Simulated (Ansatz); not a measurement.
# Rb on Nb(100): change of the work function, part 3 of 6

Aim: the work function of Nb(100) at several coverages of Rb (hollow site), and the dipole that each adsorbate carries.

Ansatz 0.2.0; plane-wave DFT, r2SCAN, Ansatz PAW.

So far, work function, upper face (eV): step 2 (the clean slab) 3.54; step 3 (21 atoms, coverage 0.25 ML, cell 2x2) 1.59.

## (4) Adsorbate added, coverage 0.5 ML

System of this step: Rb/Nb(100). The cell holds 22 atoms: 20 Nb and 2 Rb. Its edges and angles: a = 6.600 Å, b = 6.600 Å, c = 27.689 Å, α = 90.0°, β = 90.0°, γ = 90.0°. Vacuum lies along c.

Another coverage, to see how the dipoles act on each other as their distance changes.

Input file input.yaml:

```yaml
crystal:
  lattice:
    - [6.6, 0.0, 0.0]
    - [0.0, 6.6, 0.0]
    - [0.0, 0.0, 27.6894575281]
  atoms:
    - { symbol: Nb, position: [0.0, 0.0, 0.3250334533] }
    - { symbol: Nb, position: [0.25, 0.25, 0.3846229198] }
    - { symbol: Nb, position: [0.0, 0.0, 0.4439042903] }
    - { symbol: Nb, position: [0.25, 0.25, 0.5048660727] }
    - { symbol: Nb, position: [0.0, 0.0, 0.5562150607] }
    - { symbol: Nb, position: [0.0, 0.5, 0.3250334533] }
    - { symbol: Nb, position: [0.25, 0.75, 0.3846229198] }
    - { symbol: Nb, position: [0.0, 0.5, 0.4439042903] }
    - { symbol: Nb, position: [0.25, 0.75, 0.5048660727] }
    - { symbol: Nb, position: [0.0, 0.5, 0.5562150607] }
    - { symbol: Nb, position: [0.5, 0.0, 0.3250334533] }
    - { symbol: Nb, position: [0.75, 0.25, 0.3846229198] }
    - { symbol: Nb, position: [0.5, 0.0, 0.4439042903] }
    - { symbol: Nb, position: [0.75, 0.25, 0.5048660727] }
    - { symbol: Nb, position: [0.5, 0.0, 0.5562150607] }
    - { symbol: Nb, position: [0.5, 0.5, 0.3250334533] }
    - { symbol: Nb, position: [0.75, 0.75, 0.3846229198] }
    - { symbol: Nb, position: [0.5, 0.5, 0.4439042903] }
    - { symbol: Nb, position: [0.75, 0.75, 0.5048660727] }
    - { symbol: Nb, position: [0.5, 0.5, 0.5562150607] }
    - { symbol: Rb, position: [0.25, 0.25, 0.6749665467] }
    - { symbol: Rb, position: [0.75, 0.75, 0.6749665467] }
kpoints:
  mp_grid: { grid: [5, 5, 1] }
hamiltonian:
  xc: r2scan
scf:
  occupations: { method: fermi_dirac, width: 0.1 }
  convergence: { dr2_threshold: 1.0e-08 }
efield:
  axis: 3
  dipole_correction: true
  ramp_position: 0.97
  ramp_width: 0.06
relax:
  f_tol: 0.02
  max_steps: 60
  constraints: [{ sites: [0, 1, 5, 6, 10, 11, 15, 16] }]
output:
  bader: true
  dos: { projected: true, e_range: [-8, 4] }
  write_potential: true
  write_density: true
  volumetric_format: npy
```

Started as:

```bash
> ansatz run input.yaml --threads 4 --pin off --max-ram 12288MiB --backend cpu --events-out ev --progress --plain --runs-dir out
```

Numbers of over 12 decimals in the logs are rounded to 6 here.

What it wrote:

```text
[...]
Crystal: 22 atoms, lattice volume = 1206.153 Å³
Basis set: ecut = 500 eV, 30461 PW (Γ), exchange–correlation on 200×200×864 points (64 copies of the dense FFT grid, shifted against one another)
Bands: 167, of which v1, the nominal top of the filled ones, is band 139 counted from 1 (138 counted from 0)
Symmetry: 16 space group operations
[...]
k-points: 6 of 25
[...]
SCF iter   1: F=—  HF=-97816.481686 eV  |F-HF|=—  |Δ(HF+E_count)|=         —  Δρ=9.74e-3  dr2=1.57e1  dr2_τ=4.16e-1  ethr=1.77e-3  p=0.533 e·Å  D=8.00e-2 V/Å  ΔV_dip=-2.22 eV  dr2_dipole=1.65e0  V_vac-E_F(+/−)=1.77/3.99 eV  ⟨swp⟩=12.5  Hψ=5343  notcnv=0
[...]
SCF iter  12: F=-97816.070129 eV  HF=-97816.070129 eV  |F-HF|=2.11e-9  |Δ(HF+E_count)|=   5.68e-9  Δρ=2.28e-7  dr2=3.03e-9  dr2_τ=1.38e-10  ethr=3.60e-12  p=0.419 e·Å  D=6.28e-2 V/Å  ΔV_dip=-1.74 eV  dr2_dipole=2.28e-9  V_vac-E_F(+/−)=1.95/3.69 eV  ⟨swp⟩=15.2  Hψ=8049  notcnv=0
SCF 1 converged in 12 iterations: F = -97816.070129 eV  dr2 = 3.03e-9
[...]
relax step   1: F+E_penalty+E_count = -97816.07012933 eV  Δ(F+E_penalty+E_count) = +0.000e0 eV  max|allowed force component| = 9.810e-2 eV/Å  Δτ_max = 0.0000 Å  (12 SCF iters, accepted)
[...]
SCF iter   9: F=-97816.070437 eV  HF=-97816.070437 eV  |F-HF|=4.80e-10  |Δ(HF+E_count)|=   8.12e-9  Δρ=3.07e-7  dr2=4.62e-9  dr2_τ=1.89e-10  ethr=3.60e-12  p=0.421 e·Å  D=6.32e-2 V/Å  ΔV_dip=-1.75 eV  dr2_dipole=2.48e-10  V_vac-E_F(+/−)=1.94/3.69 eV  ⟨swp⟩=11.8  Hψ=7636  notcnv=0
SCF 2 converged in 9 iterations: F = -97816.070437 eV  dr2 = 4.62e-9
[...]
relax step   2: F+E_penalty+E_count = -97816.07043668 eV  Δ(F+E_penalty+E_count) = -3.074e-4 eV  max|allowed force component| = 1.066e-1 eV/Å  Δτ_max = 0.0212 Å  (9 SCF iters, accepted)
SCF iter   1: F=—  HF=-97816.009692 eV  |F-HF|=—  |Δ(HF+E_count)|=         —  Δρ=5.62e-4  dr2=1.29e-2  dr2_τ=8.80e-2  ethr=1.38e-4  p=0.421 e·Å  D=6.32e-2 V/Å  ΔV_dip=-1.75 eV  dr2_dipole=5.86e-5  V_vac-E_F(+/−)=1.95/3.70 eV  ⟨swp⟩=3.0  Hψ=1789  notcnv=0
[...]
SCF iter   9: F=-97816.074240 eV  HF=-97816.074240 eV  |F-HF|=1.83e-9  |Δ(HF+E_count)|=   1.51e-8  Δρ=2.75e-7  dr2=3.79e-9  dr2_τ=2.24e-10  ethr=3.60e-12  p=0.423 e·Å  D=6.35e-2 V/Å  ΔV_dip=-1.76 eV  dr2_dipole=1.28e-10  V_vac-E_F(+/−)=1.93/3.69 eV  ⟨swp⟩=12.0  Hψ=7719  notcnv=0
SCF 3 converged in 9 iterations: F = -97816.074240 eV  dr2 = 3.79e-9
relax step   3: F+E_penalty+E_count = -97816.07424022 eV  Δ(F+E_penalty+E_count) = -3.804e-3 eV  max|allowed force component| = 2.218e-2 eV/Å  Δτ_max = 0.0313 Å  (9 SCF iters, accepted)
SCF iter   1: F=—  HF=-97816.059832 eV  |F-HF|=—  |Δ(HF+E_count)|=         —  Δρ=3.28e-4  dr2=1.60e-2  dr2_τ=1.64e-2  ethr=1.55e-5  p=0.423 e·Å  D=6.35e-2 V/Å  ΔV_dip=-1.76 eV  dr2_dipole=4.08e-3  V_vac-E_F(+/−)=1.94/3.69 eV  ⟨swp⟩=3.0  Hψ=1731  notcnv=0
[...]
SCF iter   8: F=-97816.074775 eV  HF=-97816.074775 eV  |F-HF|=3.20e-9  |Δ(HF+E_count)|=   5.70e-9  Δρ=2.19e-7  dr2=2.60e-9  dr2_τ=1.26e-10  ethr=3.60e-12  p=0.426 e·Å  D=6.38e-2 V/Å  ΔV_dip=-1.77 eV  dr2_dipole=1.43e-9  V_vac-E_F(+/−)=1.92/3.69 eV  ⟨swp⟩=11.8  Hψ=7522  notcnv=0
SCF 4 converged in 8 iterations: F = -97816.074775 eV  dr2 = 2.60e-9
relax step   4: F+E_penalty+E_count = -97816.07477469 eV  Δ(F+E_penalty+E_count) = -5.345e-4 eV  max|allowed force component| = 1.482e-2 eV/Å  Δτ_max = 0.0207 Å  (8 SCF iters, accepted)
[...]
SCF iter   2: F=-97816.074775 eV  HF=-97816.074775 eV  |F-HF|=1.03e-9  |Δ(HF+E_count)|=  9.46e-10  Δρ=1.14e-7  dr2=3.59e-10  dr2_τ=3.44e-11  ethr=1.00e-12  p=0.426 e·Å  D=6.38e-2 V/Å  ΔV_dip=-1.77 eV  dr2_dipole=1.61e-11  V_vac-E_F(+/−)=1.92/3.69 eV  ⟨swp⟩=9.7  Hψ=6539  notcnv=0
SCF 5 converged in 2 iterations: F = -97816.074775 eV  dr2 = 3.59e-10
[...]
SCF converged after 2 iterations
Free energy (F): -97816.074775 eV
[...]
Internal energy: -97815.298890 eV  (E = F + TS)
E sigma→0 (E₀):  -97815.686832 eV
Entropy (-TS):   -0.775885 eV (-35.267 meV/atom)
Fermi energy:    4.168338 eV
Dipole field:    D = 0.063835 V/Å  (p = 0.425500 e·Å, saw-weighted, corrected)
Work function:   Φ+ = 1.9241 eV   Φ− = 3.6917 eV
[...]
--- Forces (eV/Å), atoms counted from 1 ---
  atom   1  Nb    -0.00000000     0.00000000     1.39028056
  atom   2  Nb     0.00000000    -0.00000000    -1.37130457
  atom   3  Nb    -0.00000000    -0.00000000     0.00162875
  atom   4  Nb     0.00000000    -0.00000000     0.00172930
  atom   5  Nb    -0.00000000    -0.00000000    -0.00193291
  atom   6  Nb    -0.00000000     0.00000000     1.39028056
  atom   7  Nb     0.00000000    -0.00000000    -1.39420604
  atom   8  Nb    -0.00000000     0.00000000     0.00162875
  atom   9  Nb     0.00000000    -0.00000000    -0.01480126
  atom  10  Nb    -0.00000000     0.00000000    -0.00193291
  atom  11  Nb    -0.00000000     0.00000000     1.39028056
  atom  12  Nb     0.00000000     0.00000000    -1.39420604
  atom  13  Nb    -0.00000000     0.00000000     0.00162875
  atom  14  Nb     0.00000000    -0.00000000    -0.01480126
  atom  15  Nb    -0.00000000     0.00000000    -0.00193291
  atom  16  Nb    -0.00000000     0.00000000     1.39028056
  atom  17  Nb     0.00000000    -0.00000000    -1.37130457
  atom  18  Nb    -0.00000000    -0.00000000     0.00162875
  atom  19  Nb     0.00000000    -0.00000000     0.00172930
  atom  20  Nb    -0.00000000    -0.00000000    -0.00193291
  atom  21  Rb    -0.00000000    -0.00000000    -0.00139600
  atom  22  Rb    -0.00000000     0.00000000    -0.00139600
  max |Σ_I F_I| component: 5.15e-5 eV/Å
--- Band table (eV; the first three rows and the last of 6) ---
  k-point 0: bands = [... 135 lower, 4.2684, 4.2747, 4.3974, 4.3974, 4.4072, 4.4730, 4.5900, 4.6146, ... 24 higher]
  k-point 1: bands = [... 135 lower, 4.0621, 4.0785, 4.1697, 4.1930, 4.2705, 4.5145, 4.5809, 4.6485, ... 24 higher]
  k-point 2: bands = [... 135 lower, 3.9753, 4.0846, 4.1535, 4.1641, 4.1848, 4.2139, 4.2443, 4.5258, ... 24 higher]
  k-point 5: bands = [... 135 lower, 3.4199, 3.5482, 3.6096, 3.6205, 3.8995, 4.2018, 4.3625, 4.3705, ... 24 higher]
--- Relaxed structure (4 steps of the walk, 4 accepted, 0 SCFs on fresh bases) ---
  F+E_penalty+E_count = -97816.07477469 eV   max|allowed force component| = 1.482e-2 eV/Å
  atoms:
    - { symbol: Nb, position: [0.0, 0.0, 0.3250334533] }
    - { symbol: Nb, position: [0.25, 0.25, 0.3846229198] }
    - { symbol: Nb, position: [0, 0, 0.443932] }
    - { symbol: Nb, position: [0.25, 0.25, 0.505263] }
    - { symbol: Nb, position: [0, 0, 0.556390] }
    - { symbol: Nb, position: [0.0, 0.5, 0.3250334533] }
    - { symbol: Nb, position: [0.25, 0.750000, 0.3846229198] }
    - { symbol: Nb, position: [0, 0.5, 0.443932] }
    - { symbol: Nb, position: [0.25, 0.750000, 0.504616] }
    - { symbol: Nb, position: [0, 0.5, 0.556390] }
    - { symbol: Nb, position: [0.5, 0.0, 0.3250334533] }
    - { symbol: Nb, position: [0.750000, 0.25, 0.3846229198] }
    - { symbol: Nb, position: [0.5, 0, 0.443932] }
    - { symbol: Nb, position: [0.750000, 0.25, 0.504616] }
    - { symbol: Nb, position: [0.5, 0.0, 0.556390] }
    - { symbol: Nb, position: [0.5, 0.5, 0.3250334533] }
    - { symbol: Nb, position: [0.750000, 0.750000, 0.3846229198] }
    - { symbol: Nb, position: [0.5, 0.5, 0.443932] }
    - { symbol: Nb, position: [0.750000, 0.750000, 0.505263] }
    - { symbol: Nb, position: [0.5, 0.5, 0.556390] }
    - { symbol: Rb, position: [0.25, 0.25, 0.673127] }
    - { symbol: Rb, position: [0.750000, 0.750000, 0.673127] }
--- Bader charges: 22 sites ---
  site symbol  charge [e]  shift [e]
     0     Nb     -0.1249     0.0000
     1     Nb      0.0492     0.0000
     2     Nb      0.1620     0.0000
     3     Nb      0.0029     0.0000
     4     Nb     -0.3177     0.0000
     5     Nb     -0.1249     0.0000
     6     Nb      0.0566     0.0000
     7     Nb      0.1620     0.0000
     8     Nb     -0.0031     0.0000
     9     Nb     -0.3177     0.0000
    10     Nb     -0.1249     0.0000
    11     Nb      0.0566     0.0000
    12     Nb      0.1620     0.0000
    13     Nb     -0.0031     0.0000
    14     Nb     -0.3177     0.0000
    15     Nb     -0.1249     0.0000
    16     Nb      0.0491     0.0000
    17     Nb      0.1620     0.0000
    18     Nb      0.0029     0.0000
    19     Nb     -0.3177     0.0000
    20     Rb      0.4557     0.0000
    21     Rb      0.4557     0.0000
  estimated error of the sums over rays = 1.1e-3 e
```

Wall time 6.9 min (4 threads of Arm Neoverse V2, shared host); peak memory 7.2 GiB; 27 min of CPU time.

The steps of the relaxation:

| step | energy less that of the first step (eV) | largest force component (eV/Å) |
| --- | --- | --- |
| 1 | 0.0000 | 0.0981 |
| 2 | -0.0003 | 0.1066 |
| 3 | -0.0041 | 0.0222 |
| 4 | -0.0046 | 0.0148 |

The run keeps the 16 symmetry operations that it works with, so distortions that break them were not tested.

The atoms that moved most (Å):

| atom | dx | dy | dz | length |
| --- | --- | --- | --- | --- |
| Rb21 | 0.000 | 0.000 | -0.051 | 0.051 |
| Rb22 | 0.000 | 0.000 | -0.051 | 0.051 |
| Nb4 | 0.000 | 0.000 | 0.011 | 0.011 |
| Nb19 | 0.000 | 0.000 | 0.011 | 0.011 |
| Nb14 | 0.000 | 0.000 | -0.007 | 0.007 |
| Nb9 | 0.000 | 0.000 | -0.007 | 0.007 |

The relaxed structure:

```
Nb Rb
1.0
     6.60000    0.00000    0.00000
     0.00000    6.60000    0.00000
     0.00000    0.00000   27.68946
Nb Rb
20 2
Direct
  0.00000 0.00000 0.32503
  0.25000 0.25000 0.38462
  0.00000 0.00000 0.44393
  0.25000 0.25000 0.50526
  0.00000 0.00000 0.55639
  0.00000 0.50000 0.32503
  0.25000 0.75000 0.38462
  0.00000 0.50000 0.44393
  0.25000 0.75000 0.50462
  0.00000 0.50000 0.55639
  0.50000 0.00000 0.32503
  0.75000 0.25000 0.38462
  0.50000 0.00000 0.44393
  0.75000 0.25000 0.50462
  0.50000 0.00000 0.55639
  0.50000 0.50000 0.32503
  0.75000 0.75000 0.38462
  0.50000 0.50000 0.44393
  0.75000 0.75000 0.50526
  0.50000 0.50000 0.55639
  0.25000 0.25000 0.67313
  0.75000 0.75000 0.67313
```

This step gave:

- energy at zero smearing: -97815.6868 eV
- work function, upper face: 1.924 eV
- work function, lower face: 3.692 eV
- dipole along the normal: 0.4255 e·Å
- step between the vacuum levels: -1.768 eV

Running mean over 1.65 Å of the planar mean; the ramp of the sawtooth is left out. Table of electron's electrostatic potential energy less the Fermi level by z:

z (Å), electron's electrostatic potential energy less the Fermi level (eV) and a bar from the least value:
```
        4        3.7 ##############################
        5        3.7 ##############################
        6        3.6 ##############################
        7        2.8 ############################
        8       -2.9 ##################
        9      -10.6 ####
       10      -11.0 ####
       11      -11.0 ####
       12      -11.1 ###
       13      -10.6 ####
       14      -11.8 ##
       15      -13.0 
       16       -7.0 ###########
       17        0.8 #########################
       18       -3.1 ##################
       19       -4.9 ##############
       20        0.1 #######################
       21        1.5 ##########################
       22        1.8 ###########################
       23        1.9 ###########################
       24        1.9 ###########################
```

The density of states has structure finer than the step of the table below, so its rows give means over 0.2 eV, whole bins alone (the curve runs from -8 to 1.77 eV). Peaks (eV: height): -2.38: 129, -2.23: 47.7, -2.08: 63.5, -1.53: 46.4, -1.23: 62.2, -1.17: 65.4, 0.54: 48.1.

Table of density of states by energy, zero at the Fermi level; means over each step:

| energy (eV) | density of states (states/eV a cell) |
| --- | --- |
| -6.0 | 4.0e-4 |
| -5.8 | 0.700 |
| -5.6 | 1.39 |
| -5.4 | 1.24 |
| -5.2 | 1.67 |
| -5.0 | 2.48 |
| -4.8 | 1.12 |
| -4.6 | 1.16 |
| -4.4 | 4.93 |
| -4.2 | 3.88 |
| -4.0 | 3.69 |
| -3.8 | 11.7 |
| -3.6 | 13.7 |
| -3.4 | 21.2 |
| -3.2 | 22.5 |
| -3.0 | 31.6 |
| -2.8 | 22.2 |
| -2.6 | 19.1 |
| -2.4 | 35.6 |
| -2.2 | 23.6 |
| -2.0 | 24.5 |
| -1.8 | 27.2 |
| -1.6 | 27.6 |
| -1.4 | 31.3 |
| -1.2 | 41.8 |
| -1.0 | 31.5 |
| -0.8 | 20.6 |
| -0.6 | 27.8 |
| -0.4 | 26.4 |
| -0.2 | 27.1 |
| 0.0 | 21.5 |
| 0.2 | 21.9 |
| 0.4 | 32.8 |
| 0.6 | 31.9 |
| 0.8 | 28.0 |
| 1.0 | 18.8 |
| 1.2 | 17.9 |
| 1.4 | 23.6 |
| 1.6 | 28.8 |

Projected DOS per atom over height of the atomic layer and energy from the Fermi level. Layers: Nb4 Nb4 Nb4 Nb4 Nb4 Rb2 from below.

Ten even steps from '_' (0.00 states/eV) to '@' (2.33 states/eV), each cell a mean:
```
**::==::##__
==::::..++..
@@::--::@@::
%%--::--**::
**==--==++..
**==++--++__
%%++**++%%::
++++**##**__
==++--====__
++++++++++__
++**++++++__
::==++++--__
..::----..__
____________
____________
____________
____________
____________
____________
____________
____________
____________
```
Columns: height of the atomic layer (Å) from 9 to 18.6 (not evenly spaced); rows upwards: energy from the Fermi level (eV) from -7.96 to 1.75.

The relaxation took 4 steps and lowered the energy by 0.0046 eV; the largest force on the free atoms ends at 0.015 eV/Å.

The covered face has 1.92 eV, -1.62 eV against the clean one; the bare back face has moved by -0.01 eV, a measure of how thin the slab is.

## (5) Work function against coverage

This step: plane-wave DFT, r2SCAN, Ansatz PAW; work function against coverage (Ansatz 0.2.0).

The runs are now put side by side.

Numbers from this step:

```
work function of the clean face     : 3.542 eV
largest change of the work function : -1.952 eV
```

Work function of the covered face against coverage:

| coverage (adsorbates/nm²) | work function of the covered face (eV) |
| --- | --- |
| 0.00 | 3.54 |
| 2.30 | 1.59 |
| 4.59 | 1.92 |

The dipole per adsorbate comes from the change of the cell's dipole. Coverage, by row:

```csv
coverage (1/nm²),coverage (ML),work function (eV),change (eV),"dipole per adsorbate, positive end outwards (debye)",mean height of the added atoms over the highest substrate atom (Å)
2.296,0.25,1.591,-1.952,2.252,3.167
4.591,0.5,1.924,-1.618,0.929,3.232
```

## (6) The slab at 0.25 ML, atoms frozen

This step: plane-wave DFT, r2SCAN, Ansatz PAW (Ansatz 0.2.0).

System of this step: Rb/Nb(100). The cell holds 21 atoms: 20 Nb and 1 Rb. Its edges and angles: a = 6.600 Å, b = 6.600 Å, c = 27.689 Å, α = 90.0°, β = 90.0°, γ = 90.0°. Vacuum lies along c.

To see where the charge goes, the covered slab, the bare substrate and the adsorbate layer are each run at the same frozen positions and on the same grid.

Input file input.yaml:

```yaml
crystal:
  lattice:
    - [6.6, 0.0, 0.0]
    - [0.0, 6.6, 0.0]
    - [0.0, 0.0, 27.6894575281]
  atoms:
    - { symbol: Nb, position: [0.0, 0.0, 0.3250334533] }
    - { symbol: Nb, position: [0.25, 0.25, 0.3846229198] }
    - { symbol: Nb, position: [0.0012054209, 0.0012054209, 0.4438529535] }
    - { symbol: Nb, position: [0.25, 0.25, 0.506571087] }
    - { symbol: Nb, position: [-0.0046370196, -0.0046370196, 0.5563616462] }
    - { symbol: Nb, position: [0.0, 0.5, 0.3250334533] }
    - { symbol: Nb, position: [0.25, 0.75, 0.3846229198] }
    - { symbol: Nb, position: [0.0012054209, 0.4987945791, 0.4438529535] }
    - { symbol: Nb, position: [0.25, 0.75, 0.5045111771] }
    - { symbol: Nb, position: [-0.0046370196, 0.5046370196, 0.5563616462] }
    - { symbol: Nb, position: [0.5, 0.0, 0.3250334533] }
    - { symbol: Nb, position: [0.75, 0.25, 0.3846229198] }
    - { symbol: Nb, position: [0.4987945791, 0.0012054209, 0.4438529535] }
    - { symbol: Nb, position: [0.75, 0.25, 0.5045111771] }
    - { symbol: Nb, position: [0.5046370196, -0.0046370196, 0.5563616462] }
    - { symbol: Nb, position: [0.5, 0.5, 0.3250334533] }
    - { symbol: Nb, position: [0.75, 0.75, 0.3846229198] }
    - { symbol: Nb, position: [0.4987945791, 0.4987945791, 0.4438529535] }
    - { symbol: Nb, position: [0.75, 0.75, 0.5033529334] }
    - { symbol: Nb, position: [0.5046370196, 0.5046370196, 0.5563616462] }
    - { symbol: Rb, position: [0.25, 0.25, 0.6707314348] }
kpoints:
  mp_grid: { grid: [5, 5, 1] }
hamiltonian:
  xc: r2scan
scf:
  occupations: { method: fermi_dirac, width: 0.1 }
  convergence: { dr2_threshold: 1.0e-08 }
efield:
  axis: 3
  dipole_correction: true
  ramp_position: 0.97
  ramp_width: 0.06
output:
  write_potential: true
  write_density: true
  volumetric_format: npy
```

What it wrote:

```text
[...]
Crystal: 21 atoms, lattice volume = 1206.153 Å³
Basis set: ecut = 500 eV, 30461 PW (Γ), exchange–correlation on 200×200×864 points (64 copies of the dense FFT grid, shifted against one another)
Bands: 162, of which v1, the nominal top of the filled ones, is band 135 counted from 1 (134 counted from 0)
Symmetry: 8 space group operations
[...]
k-points: 6 of 25
[...]
SCF iter   1: F=—  HF=-94538.188181 eV  |F-HF|=—  |Δ(HF+E_count)|=         —  Δρ=1.00e-2  dr2=2.28e1  dr2_τ=3.90e-1  ethr=1.77e-3  p=0.906 e·Å  D=1.36e-1 V/Å  ΔV_dip=-3.76 eV  dr2_dipole=1.24e1  V_vac-E_F(+/−)=0.30/4.06 eV  ⟨swp⟩=12.3  Hψ=4748  notcnv=0  defer=2
[...]
SCF iter  11: F=-94537.646519 eV  HF=-94537.646519 eV  |F-HF|=2.34e-9  |Δ(HF+E_count)|=   2.53e-8  Δρ=5.68e-7  dr2=9.90e-9  dr2_τ=6.35e-10  ethr=3.72e-12  p=0.508 e·Å  D=7.61e-2 V/Å  ΔV_dip=-2.11 eV  dr2_dipole=1.06e-9  V_vac-E_F(+/−)=1.59/3.70 eV  ⟨swp⟩=17.3  Hψ=3465  notcnv=0
SCF 1 converged in 11 iterations: F = -94537.646519 eV  dr2 = 9.90e-9
[...]
SCF converged after 11 iterations
Free energy (F): -94537.646519 eV
[...]
Internal energy: -94536.897626 eV  (E = F + TS)
E sigma→0 (E₀):  -94537.272072 eV
Entropy (-TS):   -0.748893 eV (-35.662 meV/atom)
Fermi energy:    3.896037 eV
Dipole field:    D = 0.076128 V/Å  (p = 0.507439 e·Å, saw-weighted, corrected)
Work function:   Φ+ = 1.5911 eV   Φ− = 3.6991 eV
[...]
--- Band table (eV; the first three rows and the last of 6) ---
  k-point 0: bands = [... 131 lower, 4.0187, 4.0187, 4.1286, 4.1286, 4.1445, 4.3453, 4.3453, 4.4206, ... 23 higher]
  k-point 1: bands = [... 131 lower, 3.8119, 3.8531, 3.8977, 3.9994, 4.0263, 4.3135, 4.4029, 4.4511, ... 23 higher]
  k-point 2: bands = [... 131 lower, 3.7022, 3.8131, 3.8885, 3.8956, 3.9150, 3.9889, 4.0806, 4.2606, ... 23 higher]
  k-point 5: bands = [... 131 lower, 3.1545, 3.2686, 3.3705, 3.3882, 3.6463, 4.1655, 4.1672, 4.1941, ... 23 higher]
```

Run time: 1.8 min. Hardware: 4 threads; peak memory 6.5 GiB; 7.2 min of CPU time.

In the SCF lines HF is the Harris–Foulkes energy and dr2 the Hartree energy of the density residual, in eV; the loop may stop once dr2 is under the threshold and the program's other checks hold. Hψ counts applications of the Hamiltonian.

Numbers from this step:

```
energy at zero smearing        : -94537.2721 eV
work function, upper face      : 1.591 eV
work function, lower face      : 3.699 eV
dipole along the normal        : 0.5074 e·Å
step between the vacuum levels : -2.108 eV
```

The work function of the upper face is 1.59 eV.

(Continued in part 4 of 6.)

[Logs are printed without paths, hosts, clocks, repeated set-up lines and the standing remarks that a program may print on its own settings, such as how far it seeks lower states.]

[Hosts, paths, dates, database ids (printed as entryN), source tags and the programs' standing remarks are cut or masked in the printed files.]

[Maps of the electrostatic potential energy from Ansatz leave out the sawtooth potential of an applied field or a dipole correction, so their vacuum need not be flat; planar profiles and work functions include it.]

[The density of states shown here was stored with 400 of the rows of the run's finer table, so its peaks can read low, often by over a quarter, or be missed, and its means over a window can be off by a tenth or more.]
